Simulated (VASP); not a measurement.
# CoSi2 (Fm-3m) in VASP: notebook

The runs below take CoSi2 through single point, relaxation of cell and atoms, with PBE.

Program: VASP 6.6.1. These are calculated values, not measurements. Logs are shortened: lines on timing, memory, paths and dates and some standing lists are left out, and cuts for length are marked.

### 1 The structure

Symmetry: Fm-3m, No. 225, cubic system. Conventional cell: a = 5.360 Å, b = 5.360 Å, c = 5.360 Å, α = 90.00°, β = 90.00°, γ = 90.00°. Co (site symmetry m-3m) is surrounded by 8 Si at 2.32 Å. Si (site symmetry -43m) is surrounded by 4 Co at 2.32 Å.

### 2 Single point, PBE

INCAR reads:

```
SYSTEM = CoSi2
PREC = Accurate
ENCUT = 520
EDIFF = 1E-6
ISMEAR = 0
SIGMA = 0.1
LREAL = .False.
LASPH = .True.
NELM = 100
ALGO = Normal
ISIF = 2
LWAVE = .False.
LCHARG = .False.
GGA = PE
NBANDS = 16
```

KPOINTS reads:

```
regular mesh
0
Gamma
  14 14 14
  0 0 0
```

POSCAR reads:

```
CoSi2
1.0
    0.0000000000      2.6799390584      2.6799390584
    2.6799390584      0.0000000000      2.6799390584
    2.6799390584      2.6799390584      0.0000000000
Co Si
1 2
Direct
    0.0000000000      0.0000000000      0.0000000000
    0.2500000000      0.2500000000      0.2500000000
    0.7500000000      0.7500000000      0.7500000000
```

Potentials or basis: VASP PAW PBE potentials, release 64 (Co, Si).

Run with:

```bash
$ cat potpaw_PBE.64/Co/POTCAR potpaw_PBE.64/Si/POTCAR > POTCAR
$ mpirun -np 1 vasp_std > vasp.out
```

OUTCAR:

```text
SYSTEM = CoSi2
   PREC = Accurate
   ENCUT = 520
   EDIFF = 1E-6
   ISMEAR = 0
   LREAL = .False.
   LASPH = .True.
   NELM = 100
   ISIF = 2
   GGA = PE

 ion  position               nearest neighbor table
   1  0.000  0.000  0.000-   3 2.32   3 2.32   3 2.32   2 2.32   2 2.32   2 2.32   3 2.32   2 2.32

   2  0.250  0.250  0.250-   1 2.32   1 2.32   1 2.32   1 2.32   3 2.68   3 2.68   3 2.68   3 2.68
                             3 2.68   3 2.68
   3  0.750  0.750  0.750-   1 2.32   1 2.32   1 2.32   1 2.32   2 2.68   2 2.68   2 2.68   2 2.68
                             2 2.68   2 2.68

  LATTYP: Found a face centered cubic cell.
 ALAT       =     5.3598781168

  Lattice vectors:

 A1 = (   0.0000000000,   2.6799390584,   2.6799390584)
 A2 = (   2.6799390584,   0.0000000000,   2.6799390584)
 A3 = (   2.6799390584,   2.6799390584,   0.0000000000)

Analysis of symmetry for initial positions (statically):
=====================================================================
 Subroutine PRICEL returns:
 Original cell was already a primitive cell.

 Routine SETGRP: Setting up the symmetry group for a
 face centered cubic supercell.

 Subroutine GETGRP returns: Found 48 space group operations
 (whereof 48 operations were pure point group operations)
 out of a pool of 48 trial point group operations.

The static configuration has the point symmetry O_h .

Analysis of symmetry for dynamics (positions and initial velocities):
=====================================================================
 Subroutine PRICEL returns:
 Original cell was already a primitive cell.

 Routine SETGRP: Setting up the symmetry group for a
 face centered cubic supercell.

 Subroutine GETGRP returns: Found 48 space group operations
 (whereof 48 operations were pure point group operations)
 out of a pool of 48 trial point group operations.

The dynamic configuration has the point symmetry O_h .

 Subroutine INISYM returns: Found 48 space group operations
 (whereof 48 operations are pure point group operations),
 and found     1 'primitive' translations

----------------------------------------------------------------------------------------

                                     Primitive cell

  volume of cell :      38.4950

  direct lattice vectors                    reciprocal lattice vectors
     0.000000000  2.679939058  2.679939058    -0.186571407  0.186571407  0.186571407
     2.679939058  0.000000000  2.679939058     0.186571407 -0.186571407  0.186571407
     2.679939058  2.679939058  0.000000000     0.186571407  0.186571407 -0.186571407

  length of vectors
     3.790006163  3.790006163  3.790006163     0.323151156  0.323151156  0.323151156

  position of ions in fractional coordinates (direct lattice)
     0.000000000  0.000000000  0.000000000
     0.250000000  0.250000000  0.250000000
     0.750000000  0.750000000  0.750000000

  ion indices of the primitive-cell ions
   primitive index   ion index
                 1           1
                 2           2
                 3           3

----------------------------------------------------------------------------------------

 KPOINTS: regular mesh

Automatic generation of k-mesh.
 Grid dimensions read from file:
 generate k-points for:   14   14   14

 Generating k-lattice:

  Cartesian coordinates                     Fractional coordinates (reciprocal lattice)
    -0.013326529  0.013326529  0.013326529     0.071428571  0.000000000  0.000000000
     0.013326529 -0.013326529  0.013326529     0.000000000  0.071428571  0.000000000
     0.013326529  0.013326529 -0.013326529     0.000000000  0.000000000  0.071428571

  Length of vectors
     0.023082225  0.023082225  0.023082225

  Shift w.r.t. Gamma in fractional coordinates (k-lattice)
     0.000000000  0.000000000  0.000000000

 Subroutine IBZKPT returns following result:
 ===========================================

 Found    104 irreducible k-points:

 Following reciprocal coordinates:
            Coordinates               Weight
  0.000000  0.000000  0.000000      1.000000
  0.071429  0.000000  0.000000      8.000000
  0.142857  0.000000  0.000000      8.000000
  0.214286  0.000000  0.000000      8.000000
  0.285714  0.000000  0.000000      8.000000
  0.357143  0.000000  0.000000      8.000000
[... 16 lines left out ...]
  0.214286  0.142857  0.000000     24.000000
  0.285714  0.142857  0.000000     24.000000
 [... further k-points ...]
   k-points           NKPTS =    104   k-points in BZ     NKDIM =    104   number of bands    NBANDS=     16
   number of dos      NEDOS =    301   number of ions     NIONS =      3
   total plane-waves  NPLWV =  21952
   dimension x,y,z NGX =    28 NGY =   28 NGZ =   28
   dimension x,y,z NGXF=    56 NGYF=   56 NGZF=   56
   ions per type =               1   2
   NGX,Y,Z   is equivalent  to a cutoff of  12.28, 12.28, 12.28 a.u.
   NGXF,Y,Z  is equivalent  to a cutoff of  24.56, 24.56, 24.56 a.u.
 SYSTEM =  CoSi2
   PREC   = accura    normal or accurate (medium, high low for compatibility)
   ISTART =      0    job   : 0-new  1-cont  2-samecut
   ICHARG =      2    charge: 1-file 2-atom 10-const
   ISPIN  =      1    spin polarized calculation?
   LNONCOLLINEAR =      F non collinear calculations
   LSORBIT =      F    spin-orbit coupling
   LASPH  =      T    aspherical Exc in radial PAW
   ENCUT  =  520.0 eV  38.22 Ry    6.18 a.u.   7.05  7.05  7.05*2*pi/ulx,y,z
   NELM   =    100;   NELMIN=  2; NELMDL= -5     # of ELM steps
   EDIFF  = 0.1E-05   stopping-criterion for ELM
   LREAL  =      F    real-space projection
   EDIFFG = 0.1E-04   stopping-criterion for IOM
   NSW    =      0    number of steps for IOM
   IBRION =     -1    ionic relax: 0-MD 1-quasi-New 2-CG
   NFREE  =      0    steps in history (QN), initial steepest desc. (CG)
   ISIF   =      2    stress and relaxation
   ISYM   =      2    0-nonsym 1-usesym 2-fastsym
   POTIM  = 0.5000    time-step for ionic-motion
   TEBEG  =    0.0;   TEEND  =   0.0 temperature during run
   PSTRESS=    0.0 pullay stress
   NELECT =      17.0000    total number of electrons
   NUPDOWN=      -1.0000    fix difference up-down
   EMIN   =  10.00;   EMAX   =-10.00  energy-range for DOS
   EFERMI =   0.00;   METHOD = LEGACY
   ISMEAR =     0;   SIGMA  =   0.10  broadening in eV -4-tet -1-fermi 0-gaus
   EFERMI_NEDOS =   21; number of points for ismear=-14 and -15
   IALGO  =     38    algorithm
   IMIX   =      4    mixing-type and parameters
     AMIX     =   0.40;   BMIX     =  1.00
     AMIX_MAG =   1.60;   BMIX_MAG =  1.00
  volume/ion in A,a.u.               =      12.83        86.59
  Fermi-wavevector in a.u.,A,eV,Ry     =   1.246684  2.355890 21.146444  1.554220
  Thomas-Fermi vector in A             =   2.380850
   LORBIT       =      0    0 simple, 1 ext, 2 COOP (PROOUT), +10 PAW based schemes
   GGA     = PE    functional components
   LHFCALC =     F    Hartree Fock is set to
   AEXX    =    0.0000 exact exchange contribution
   IVDW    =     0    specifies the selected vdW correction
   LEPSILON=     F    determine dielectric tensor
   LRPA    =     F    only Hartree local field effects (RPA)
 non-spin polarized calculation
 Gauss-broadening in eV      SIGMA  =   0.10
  energy-cutoff  :      520.00
  volume of cell :       38.50
 maximum number of plane-waves:      1056
   NGX = 15   NGY = 15   NGZ = 15

 number of electron      16.9999995 magnetization

 Free energy of the ion-electron system (eV)
  ---------------------------------------------------
  ext. energy  EPLUGINS =         0.00000000
  ---------------------------------------------------
  free energy    TOTEN  =       -19.29741080 eV

  energy without entropy =      -19.29224559  energy(sigma->0) =      -19.29482820

 E-fermi :  10.0754     XC(G=0): -11.7363

 val. band max:       10.0725737593   @ k =   0.4286   0.2143   0.0714
 cond. band min:      10.0931036738   @ k =   0.3571   0.0714   0.0000
 fundamental gap:      0.0205299144
 Fermi energy:        10.0754172017

 k-point     1 :       0.0000    0.0000    0.0000
  band No.  band energies     occupation
      1      -3.0441      2.00000
      2       5.9961      2.00000
      3       5.9961      2.00000
      4       5.9961      2.00000
      5       8.1641      2.00000
      6       8.1641      2.00000
[... 8 lines left out ...]
     15      15.7219      0.00000
     16      15.7219      0.00000

 k-point     2 :       0.0714    0.0000    0.0000
  band No.  band energies     occupation
      1      -2.9668      2.00000
      2       5.8005      2.00000
      3       6.0239      2.00000
      4       6.0239      2.00000
      5       8.1404      2.00000
      6       8.1404      2.00000
[... 8 lines left out ...]
     15      15.4574      0.00000
     16      15.5773      0.00000

 k-point     3 :       0.1429    0.0000    0.0000
  band No.  band energies     occupation
      1      -2.7357      2.00000
      2       5.2679      2.00000
      3       6.1023      2.00000
      4       6.1023      2.00000
      5       8.0833      2.00000
      6       8.0833      2.00000
[... 8 lines left out ...]
     15      15.4104      0.00000
     16      15.9961      0.00000

 k-point     4 :       0.2143    0.0000    0.0000
  band No.  band energies     occupation
      1      -2.3541      2.00000
      2       4.4968      2.00000
      3       6.2151      2.00000
      4       6.2151      2.00000
      5       8.0309      2.00000
      6       8.0309      2.00000
[... 8 lines left out ...]
     15      16.2160      0.00000
     16      17.0516      0.00000
[... 324 lines left out ...]
 k-point    22 :       0.1429    0.1429    0.0000
  band No.  band energies     occupation
      1      -2.6329      2.00000
      2       5.3538      2.00000
      3       6.0169      2.00000
      4       6.0169      2.00000
      5       7.7637      2.00000
      6       8.2662      2.00000
[... 8 lines left out ...]
     15      16.5216      0.00000
     16      16.5216      0.00000

 k-point    23 :       0.2143    0.1429    0.0000
  band No.  band energies     occupation
      1      -2.3529      2.00000
      2       4.9165      2.00000
      3       6.0543      2.00000
      4       6.0944      2.00000
      5       7.5400      2.00000
      6       8.3032      2.00000
[... 8 lines left out ...]
     15      17.3850      0.00000
     16      17.4955      0.00000

 k-point    24 :       0.2857    0.1429    0.0000
  band No.  band energies     occupation
      1      -1.9253      2.00000
      2       4.2194      2.00000
      3       6.1320      2.00000
      4       6.2075      2.00000
      5       7.3400      2.00000
      6       8.3403      2.00000
[... 8 lines left out ...]
     15      18.3862      0.00000
     16      18.6366      0.00000

 [... further k-points ...]
[... 5 lines left out ...]
  --------------------------------------------------------------------------------------
  -------------------------------------------------------------------------------------
  Total       -0.0559157     -0.0559157     -0.0559157      0.0000000     -0.0000000      0.0000000
  in kB       -2.3272323     -2.3272323     -2.3272323      0.0000000     -0.0000000      0.0000000
  external PRESSURE =      -2.3272323 kB  Pullay stress =       0.0000000 kB

 VOLUME and BASIS-vectors are now :
 -----------------------------------------------------------------------------
  energy-cutoff  :      520.00
  volume of cell :       38.50
      direct lattice vectors                 reciprocal lattice vectors
     0.000000000  2.679939058  2.679939058    -0.186571407  0.186571407  0.186571407
     2.679939058  0.000000000  2.679939058     0.186571407 -0.186571407  0.186571407
     2.679939058  2.679939058  0.000000000     0.186571407  0.186571407 -0.186571407

 POSITION                                       TOTAL-FORCE (eV/Angst)
 -----------------------------------------------------------------------------------
      0.00000      0.00000      0.00000        -0.000000     -0.000000     -0.000000
      1.33997      1.33997      1.33997         0.000000      0.000000      0.000000
      4.01991      4.01991      4.01991        -0.000000     -0.000000     -0.000000
 -----------------------------------------------------------------------------------
    total drift:                               -0.000000     -0.000000      0.000000

  FREE ENERGIE OF THE ION-ELECTRON SYSTEM (eV)
  ---------------------------------------------------
  free  energy   TOTEN  =       -19.2974108010 eV

  energy  without entropy=      -19.2922455942  energy(sigma->0) =      -19.29482820
```

It took 60 s on 1 thread of AMD EPYC 7R13 (Zen 3), shared host; peak memory 0.17 GiB.

Results:

```
Free energy            : -19.2974 eV
Pressure               : -0.2 GPa
Band gap on the k mesh : none (metal or under the smearing width)
```

Spin polarisation is off, so any magnetic state and its effect on volume and gap are missing.

### 3 Relaxation of cell and atoms, PBE

This run uses another cell than the first one, of 12.87 Å³/atom, 1.003 times its volume.

INCAR reads:

```
SYSTEM = CoSi2
  PREC = Accurate
  ENCUT = 600
  EDIFF = 1E-7
  ISMEAR = 0
  SIGMA = 0.1
  LREAL = .FALSE.
  LASPH = .TRUE.
  NELM = 100
  ALGO = Fast
  ISIF = 3
  LWAVE = .FALSE.
  LCHARG = .FALSE.
  GGA = PE
  IBRION = 2
  NSW = 100
  EDIFFG = -0.005
```

KPOINTS reads:

```
Automatic mesh
0
G
  14 14 14
  0 0 0
```

POSCAR reads:

```
CoSi2
1.0
    0.0000000000      2.6825000000      2.6825000000
    2.6825000000      0.0000000000      2.6825000000
    2.6825000000      2.6825000000      0.0000000000
Co Si
1 2
Direct
    0.0000000000      0.0000000000      0.0000000000
    0.2500000000      0.2500000000      0.2500000000
    0.7500000000      0.7500000000      0.7500000000
```

Potentials or basis: VASP PAW PBE potentials, release 64 (Co, Si).

Run with:

```bash
$ cat potpaw_PBE.64/Co/POTCAR potpaw_PBE.64/Si/POTCAR > POTCAR
$ mpirun -np 1 vasp_std > vasp.out
```

Run time: 3 min. Hardware: 1 thread of AMD EPYC 7R13 (Zen 3), shared host; peak memory 0.19 GiB.

Results (log left out):

```yaml
Free_energy: -19.2974 eV
Relaxed_volume: 12.82 Å³/atom
Relaxed_cell: a = 3.789 Å, b = 3.789 Å, c = 3.789 Å, α = 60.00°, β = 60.00°, γ = 60.00°
Space_group_after_relaxing_to_0.05_Å: Fm-3m (No. 225)
Energy_gained_by_relaxing: 0.1 meV/atom
Ionic_steps: 3
Pressure_after_relaxing: 0.0 GPa
Band_gap_on_the_k_mesh: none (metal or under the smearing width)
```

The path:
```tsv
step	energy change (eV)	largest force (eV/Å)	pressure (GPa)	volume (Å³)
1	0.0000	0.0000	-0.69	38.61
2	0.0001	0.0000	0.74	38.30
3	-0.0003	0.0000	0.03	38.46
```

Final structure:
```
CELL_PARAMETERS angstrom
0.00000 2.67909 2.67909
2.67909 0.00000 2.67909
2.67909 2.67909 0.00000
ATOMIC_POSITIONS crystal
Co 0.00000 0.00000 0.00000
Si 0.25000 0.25000 0.25000
Si 0.75000 0.75000 0.75000
```

Levels at points of the mesh, in eV from the Fermi level:
```csv
k point,band 7,band 8,band 9,band 10,band 11,band 12
"(0.00, 0.00, 0.00)",0.73,3.39,3.39,3.44,3.44,3.44
"(0.50, 0.00, 0.00)",-1.64,-0.49,-0.49,2.68,3.39,3.39
"(0.50, 0.50, 0.00)",-1.96,-1.92,-1.34,1.55,2.91,8.54
```

Spin polarisation is off, so any magnetic state and its effect on volume and gap are missing.

### 4 Single point, PBE

This run uses another cell than the first one, of 12.56 Å³/atom, 0.979 times its volume.

INCAR reads:

```
PREC = Accurate ; ENCUT = 520
EDIFF = 1E-6 ; ISMEAR = 0
SIGMA = 0.1 ; LREAL = False
LASPH = True ; NELM = 100
ALGO = Normal ; ISIF = 2
LWAVE = False ; LCHARG = False
GGA = PE ; NBANDS = 16
```

KPOINTS reads:

```
Automatic mesh
0
Gamma
  14 14 14
```

POSCAR reads:

```
CoSi2
1.0
    0.0000000000      2.6607799251      2.6607799251
    2.6607799251      0.0000000000      2.6607799251
    2.6607799251      2.6607799251      0.0000000000
Co Si
1 2
Direct
    0.0000000000      0.0000000000      0.0000000000
    0.2500000000      0.2500000000      0.2500000000
    0.7500000000      0.7500000000      0.7500000000
```

Run with:

```bash
$ cat potpaw_PBE.64/Co/POTCAR potpaw_PBE.64/Si/POTCAR > POTCAR
$ mpirun -np 1 vasp_std > vasp.out
```

It took 73 s on 1 thread of AMD EPYC 7R13 (Zen 3), shared host; peak memory 0.17 GiB.

It converged, with:

```
Free energy            : -19.2880 eV
Pressure               : 3.9 GPa
Band gap on the k mesh : none (metal or under the smearing width)
```

Levels at points of the mesh, in eV from the Fermi level:
| k point | band 6 | band 7 | band 8 | band 9 | band 10 | band 11 | band 12 | band 13 |
| --- | --- | --- | --- | --- | --- | --- | --- | --- |
| (0.00, 0.00, 0.00) | -1.98 | 0.94 | 3.44 | 3.44 | 3.44 | 3.47 | 3.47 | 3.47 |
| (0.50, 0.00, 0.00) | -1.69 | -1.69 | -0.50 | -0.50 | 2.75 | 3.45 | 3.45 | 4.50 |
| (0.50, 0.50, 0.00) | -2.02 | -2.02 | -1.98 | -1.39 | 1.64 | 2.92 | 8.56 | 9.77 |

Spin polarisation is off, so any magnetic state and its effect on volume and gap are missing.

(Continued in part 2 of 2.)
